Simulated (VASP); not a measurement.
# PbS (Fm-3m) in VASP: relaxation of cell and atoms with LDA

Aim: the relaxation of cell and atoms of PbS with LDA.

Program: VASP 6.6.1. These are calculated values, not measurements. Logs are shortened: lines on timing, memory, paths and dates and some standing lists are left out, and cuts for length are marked.

### 1 Starting point

The structure is cubic, space group Fm-3m (No. 225). The conventional cell has a = 5.931 Å, b = 5.931 Å, c = 5.931 Å, α = 90.00°, β = 90.00°, γ = 90.00°. Around Pb (site symmetry m-3m) lie 6 S at 2.97 Å. Around S (site symmetry m-3m) lie 6 Pb at 2.97 Å.

### 2 Relaxation of cell and atoms, LDA

INCAR

```
SYSTEM = PbS
PREC     = Accurate       ! precision mode
ENCUT    = 600            ! plane-wave cutoff, eV
EDIFF    = 1E-6           ! SCF threshold, eV
ISMEAR   = 0              ! smearing method
SIGMA    = 0.02           ! smearing width, eV
LREAL    = .FALSE.        ! projectors in reciprocal space
LASPH    = .TRUE.         ! aspherical terms in the spheres
NELM     = 100            ! most SCF steps
ALGO     = Fast           ! electronic algorithm
ISIF     = 3              ! what is computed and relaxed
LWAVE    = .FALSE.        ! write WAVECAR
LCHARG   = .FALSE.        ! write CHGCAR
GGA      = CA             ! functional
IBRION   = 2              ! ionic algorithm
NSW      = 60             ! ionic steps
EDIFFG   = -0.02          ! ionic threshold
```

KPOINTS

```
regular mesh
0
G
  10 10 10
  0 0 0
```

POSCAR

```
PbS
1.0
    0.0000000000      2.9657500000      2.9657500000
    2.9657500000      0.0000000000      2.9657500000
    2.9657500000      2.9657500000      0.0000000000
Pb S
1 1
Direct
    0.0000000000      0.0000000000      0.0000000000
    0.5000000000      0.5000000000      0.5000000000
```

Potentials or basis: VASP PAW LDA potentials, release 64 (Pb_d, S).

The run is started by

```console
$ cat potpaw_LDA.64/Pb_d/POTCAR potpaw_LDA.64/S/POTCAR > POTCAR
$ mpirun -np 1 vasp_std > vasp.out
```

OUTCAR:

```text
SYSTEM = PbS
   PREC = Accurate
   ENCUT = 600
   EDIFF = 1E-6
   ISMEAR = 0
   LREAL = .FALSE.
   LASPH = .TRUE.
   NELM = 100
   ISIF = 3
   GGA = CA
   IBRION = 2
   NSW = 60
   EDIFFG = -0.02

 ion  position               nearest neighbor table
   1  0.000  0.000  0.000-   2 2.97   2 2.97   2 2.97   2 2.97   2 2.97   2 2.97
   2  0.500  0.500  0.500-   1 2.97   1 2.97   1 2.97   1 2.97   1 2.97   1 2.97

  LATTYP: Found a face centered cubic cell.
 ALAT       =     5.9315000000

  Lattice vectors:

 A1 = (   0.0000000000,   2.9657500000,   2.9657500000)
 A2 = (   2.9657500000,   0.0000000000,   2.9657500000)
 A3 = (   2.9657500000,   2.9657500000,   0.0000000000)

Analysis of symmetry for initial positions (statically):
=====================================================================
 Subroutine PRICEL returns:
 Original cell was already a primitive cell.

 Routine SETGRP: Setting up the symmetry group for a
 face centered cubic supercell.

 Subroutine GETGRP returns: Found 48 space group operations
 (whereof 48 operations were pure point group operations)
 out of a pool of 48 trial point group operations.

The static configuration has the point symmetry O_h .

Analysis of symmetry for dynamics (positions and initial velocities):
=====================================================================
 Subroutine PRICEL returns:
 Original cell was already a primitive cell.

 Routine SETGRP: Setting up the symmetry group for a
 face centered cubic supercell.

 Subroutine GETGRP returns: Found 48 space group operations
 (whereof 48 operations were pure point group operations)
 out of a pool of 48 trial point group operations.

The dynamic configuration has the point symmetry O_h .

 Subroutine INISYM returns: Found 48 space group operations
 (whereof 48 operations are pure point group operations),
 and found     1 'primitive' translations

----------------------------------------------------------------------------------------

                                     Primitive cell

  volume of cell :      52.1715

  direct lattice vectors                    reciprocal lattice vectors
     0.000000000  2.965750000  2.965750000    -0.168591419  0.168591419  0.168591419
     2.965750000  0.000000000  2.965750000     0.168591419 -0.168591419  0.168591419
     2.965750000  2.965750000  0.000000000     0.168591419  0.168591419 -0.168591419

  length of vectors
     4.194203873  4.194203873  4.194203873     0.292008903  0.292008903  0.292008903

  position of ions in fractional coordinates (direct lattice)
     0.000000000  0.000000000  0.000000000
     0.500000000  0.500000000  0.500000000

  ion indices of the primitive-cell ions
   primitive index   ion index
                 1           1
                 2           2

----------------------------------------------------------------------------------------

 KPOINTS: regular mesh

Automatic generation of k-mesh.
 Grid dimensions read from file:
 generate k-points for:   10   10   10

 Generating k-lattice:

  Cartesian coordinates                     Fractional coordinates (reciprocal lattice)
    -0.016859142  0.016859142  0.016859142     0.100000000  0.000000000  0.000000000
     0.016859142 -0.016859142  0.016859142     0.000000000  0.100000000  0.000000000
     0.016859142  0.016859142 -0.016859142     0.000000000  0.000000000  0.100000000

  Length of vectors
     0.029200890  0.029200890  0.029200890

  Shift w.r.t. Gamma in fractional coordinates (k-lattice)
     0.000000000  0.000000000  0.000000000

 Subroutine IBZKPT returns following result:
 ===========================================

 Found     47 irreducible k-points:

 Following reciprocal coordinates:
            Coordinates               Weight
  0.000000  0.000000  0.000000      1.000000
  0.100000  0.000000  0.000000      8.000000
  0.200000  0.000000  0.000000      8.000000
  0.300000  0.000000  0.000000      8.000000
  0.400000  0.000000  0.000000      8.000000
  0.500000  0.000000  0.000000      4.000000
[... 16 lines left out ...]
  0.300000  0.300000  0.000000      6.000000
  0.400000  0.300000  0.000000     24.000000
 [... further k-points ...]
   k-points           NKPTS =     47   k-points in BZ     NKDIM =     47   number of bands    NBANDS=     14
   number of dos      NEDOS =    301   number of ions     NIONS =      2
   total plane-waves  NPLWV =  46656
   dimension x,y,z NGX =    36 NGY =   36 NGZ =   36
   dimension x,y,z NGXF=    72 NGYF=   72 NGZF=   72
   ions per type =               1   1
   NGX,Y,Z   is equivalent  to a cutoff of  14.27, 14.27, 14.27 a.u.
   NGXF,Y,Z  is equivalent  to a cutoff of  28.54, 28.54, 28.54 a.u.
 SYSTEM =  PbS
   PREC   = accura    normal or accurate (medium, high low for compatibility)
   ISTART =      0    job   : 0-new  1-cont  2-samecut
   ICHARG =      2    charge: 1-file 2-atom 10-const
   ISPIN  =      1    spin polarized calculation?
   LNONCOLLINEAR =      F non collinear calculations
   LSORBIT =      F    spin-orbit coupling
   LASPH  =      T    aspherical Exc in radial PAW
   ENCUT  =  600.0 eV  44.10 Ry    6.64 a.u.   8.38  8.38  8.38*2*pi/ulx,y,z
   NELM   =    100;   NELMIN=  2; NELMDL= -5     # of ELM steps
   EDIFF  = 0.1E-05   stopping-criterion for ELM
   LREAL  =      F    real-space projection
   EDIFFG = -.2E-01   stopping-criterion for IOM
   NSW    =     60    number of steps for IOM
   IBRION =      2    ionic relax: 0-MD 1-quasi-New 2-CG
   NFREE  =      1    steps in history (QN), initial steepest desc. (CG)
   ISIF   =      3    stress and relaxation
   ISYM   =      2    0-nonsym 1-usesym 2-fastsym
   POTIM  = 0.5000    time-step for ionic-motion
   TEBEG  =    0.0;   TEEND  =   0.0 temperature during run
   PSTRESS=    0.0 pullay stress
   NELECT =      20.0000    total number of electrons
   NUPDOWN=      -1.0000    fix difference up-down
   EMIN   =  10.00;   EMAX   =-10.00  energy-range for DOS
   EFERMI =   0.00;   METHOD = LEGACY
   ISMEAR =     0;   SIGMA  =   0.02  broadening in eV -4-tet -1-fermi 0-gaus
   EFERMI_NEDOS =   21; number of points for ismear=-14 and -15
   IALGO  =     68    algorithm
   IMIX   =      4    mixing-type and parameters
     AMIX     =   0.40;   BMIX     =  1.00
     AMIX_MAG =   1.60;   BMIX_MAG =  1.00
  volume/ion in A,a.u.               =      26.09       176.04
  Fermi-wavevector in a.u.,A,eV,Ry     =   1.189251  2.247359 19.242973  1.414319
  Thomas-Fermi vector in A             =   2.325363
   LORBIT       =      0    0 simple, 1 ext, 2 COOP (PROOUT), +10 PAW based schemes
   GGA     = CA    functional components
   LHFCALC =     F    Hartree Fock is set to
   AEXX    =    0.0000 exact exchange contribution
   IVDW    =     0    specifies the selected vdW correction
   LEPSILON=     F    determine dielectric tensor
   LRPA    =     F    only Hartree local field effects (RPA)
 conjugate gradient relaxation of ions
 non-spin polarized calculation
 RMM-DIIS sequential band-by-band and
 Gauss-broadening in eV      SIGMA  =   0.02
  energy-cutoff  :      600.00
  volume of cell :       52.17
 maximum number of plane-waves:      1807
 NGX is ok and might be reduce to    36
   NGX = 17   NGY = 17   NGZ = 17

--------------------------------------- Ionic step        1  -------------------------------------------

 number of electron      20.0000002 magnetization

 Free energy of the ion-electron system (eV)
  ---------------------------------------------------
  ext. energy  EPLUGINS =         0.00000000
  ---------------------------------------------------
  free energy    TOTEN  =        -9.98170253 eV

  energy without entropy =       -9.98170253  energy(sigma->0) =       -9.98170253

------------------------ aborting loop because EDIFF is reached ----------------------------------------

  FORCE on cell =-STRESS in cart. coord.  units (eV):
  Direction    XX          YY          ZZ          XY          YZ          ZX
  --------------------------------------------------------------------------------------
  -------------------------------------------------------------------------------------
  Total       -0.8145793     -0.8145793     -0.8145793      0.0000000      0.0000000      0.0000000
  in kB      -25.0155660    -25.0155660    -25.0155660      0.0000000      0.0000000      0.0000000
  external PRESSURE =     -25.0155660 kB  Pullay stress =       0.0000000 kB
[... 57 lines left out ...]
  energy  without entropy=       -9.9955234463  energy(sigma->0) =       -9.99555362

--------------------------------------- Ionic step        3  -------------------------------------------

 number of electron      20.0000001 magnetization

 Free energy of the ion-electron system (eV)
  ---------------------------------------------------
  ext. energy  EPLUGINS =         0.00000000
  ---------------------------------------------------
  free energy    TOTEN  =        -9.99870833 eV

  energy without entropy =       -9.99868518  energy(sigma->0) =       -9.99869675

 E-fermi :   6.2384     XC(G=0): -10.2204

 val. band max:        6.2150610402   @ k =   0.5000   0.0000   0.0000
 cond. band min:       6.2617199523   @ k =   0.5000   0.0000   0.0000
 fundamental gap:      0.0466589122
 Fermi energy:         6.2383904970

 k-point     1 :       0.0000    0.0000    0.0000
  band No.  band energies     occupation
      1     -10.6914      2.00000
      2     -10.6914      2.00000
      3     -10.6914      2.00000
      4     -10.6837      2.00000
      5     -10.6837      2.00000
      6      -7.7970      2.00000
      7       0.1588      2.00000
      8       3.7894      2.00000
      9       3.7894      2.00000
     10       3.7894      2.00000
     11      11.3547      0.00000
     12      11.3548      0.00000
     13      11.3548      0.00000
     14      12.7009      0.00000
[... 375 lines left out ...]
 k-point    24 :       0.4000    0.3000    0.0000
  band No.  band energies     occupation
      1     -10.8163      2.00000
      2     -10.7123      2.00000
      3     -10.6656      2.00000
      4     -10.6363      2.00000
      5     -10.6316      2.00000
      6      -6.3871      2.00000
      7      -1.6166      2.00000
      8       2.2652      2.00000
      9       2.7701      2.00000
     10       2.9937      2.00000
     11       9.8126      0.00000
     12      10.1923      0.00000
     13      11.0720      0.00000
     14      11.5271      0.00000

 [... further k-points ...]

------------------------ aborting loop because EDIFF is reached ----------------------------------------

  FORCE on cell =-STRESS in cart. coord.  units (eV):
  Direction    XX          YY          ZZ          XY          YZ          ZX
  --------------------------------------------------------------------------------------
  -------------------------------------------------------------------------------------
  Total       -0.0145869     -0.0145869     -0.0145869     -0.0000000     -0.0000000     -0.0000000
  in kB       -0.4670286     -0.4670286     -0.4670286     -0.0000000     -0.0000000     -0.0000000
  external PRESSURE =      -0.4670286 kB  Pullay stress =       0.0000000 kB
[... 17 lines left out ...]
  FREE ENERGIE OF THE ION-ELECTRON SYSTEM (eV)
  ---------------------------------------------------
  free  energy   TOTEN  =        -9.9987083291 eV

  energy  without entropy=       -9.9986851755  energy(sigma->0) =       -9.99869675

 reached required accuracy - stopping structural energy minimisation
```

Run time: 45 s. Hardware: 1 thread of Intel Xeon 6975P-C (Granite Rapids), shared host; peak memory 0.21 GiB.

Results:

```yaml
Free_energy: -9.9987 eV
Relaxed_volume: 25.02 Å³/atom
Relaxed_cell: a = 4.136 Å, b = 4.136 Å, c = 4.136 Å, α = 60.00°, β = 60.00°, γ = 60.00°
Space_group_after_relaxing_to_0.05_Å: Fm-3m (No. 225)
Energy_gained_by_relaxing: 8.5 meV/atom
Ionic_steps: 3
Pressure_after_relaxing: 0.0 GPa
Band_gap_on_the_k_mesh: 0.05 eV, direct
```

The path:
```csv
step,energy change (eV),largest force (eV/Å),pressure (GPa),volume (Å³)
1,0.0000,0.0000,-2.50,52.17
2,-0.0139,0.0000,1.17,49.16
3,-0.0170,0.0000,-0.05,50.04
```

Final structure:
```
Pb S
1.0
     0.00000    2.92482    2.92482
     2.92482    0.00000    2.92482
     2.92482    2.92482    0.00000
Pb S
1 1
Direct
  0.00000 0.00000 0.00000
  0.50000 0.50000 0.50000
```

Levels at points of the mesh, in eV from the valence-band top:
| k point | band 6 | band 7 | band 8 | band 9 | band 10 | band 11 | band 12 | band 13 | band 14 |
| --- | --- | --- | --- | --- | --- | --- | --- | --- | --- |
| (0.00, 0.00, 0.00) | -14.01 | -6.06 | -2.43 | -2.43 | -2.43 | 5.14 | 5.14 | 5.14 | 6.49 |
| (0.50, 0.00, 0.00) | -12.61 | -9.24 | -1.98 | -1.98 | 0.00 | 0.05 | 1.68 | 1.68 | 8.47 |
| (0.50, 0.50, 0.00) | -12.10 | -7.40 | -5.68 | -3.79 | -3.79 | 3.49 | 5.55 | 5.67 | 5.67 |

Caveat: spin-orbit coupling is left out, which as a rule narrows the gap of such compounds by several tenths of an eV. Zero-point motion and thermal expansion aren't in these numbers.
